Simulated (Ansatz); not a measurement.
**Structures of NbC2: which is lowest?**

Plane-wave DFT in Ansatz with scalar-relativistic PAW potentials, cutoff 420 eV, Γ-centred meshes chosen by cell and gap, Gaussian smearing with energies taken to zero width. Every cell was relaxed (cell and atoms) in a run of its own, within the symmetry of its start. Functional: PBE.

Relaxed structures (starts from databases or built by putting these elements on another compound's sites):
A. P6/mmm, 3 atoms in the computed cell, a = 3.181 Å, c = 3.105 Å; sites (symmetry × multiplicity) Nb 6/mmm × 1, C -6m2 × 2; start: built
B. P4/nmm, 6 atoms in the computed cell, a = 2.974 Å, c = 6.565 Å; sites (symmetry × multiplicity) Nb 4mm × 2, C -4m2 × 2 + 4mm × 2; start: built

Task: Rank them by energy. Could pressure change the order?

Result:
```tsv
structure	group	E − E(lowest) (meV/atom)	V (Å³/atom)	gap on mesh (eV)
B	P4/nmm	0.0	9.68	0.00
A	P6/mmm	558	9.07	0.00
```

B is lowest, 558 meV/atom under A. A is denser by 0.61 Å³/atom, so pressure favours it: ΔE/ΔV, with ΔE in eV and 1 eV/Å³ = 160.2 GPa, gives about 147 GPa for equal enthalpy if both cells were rigid; at such pressures compression changes ΔV much, so this is a scale only. Other structures may lie lower than all of these, and vibrations aren't counted.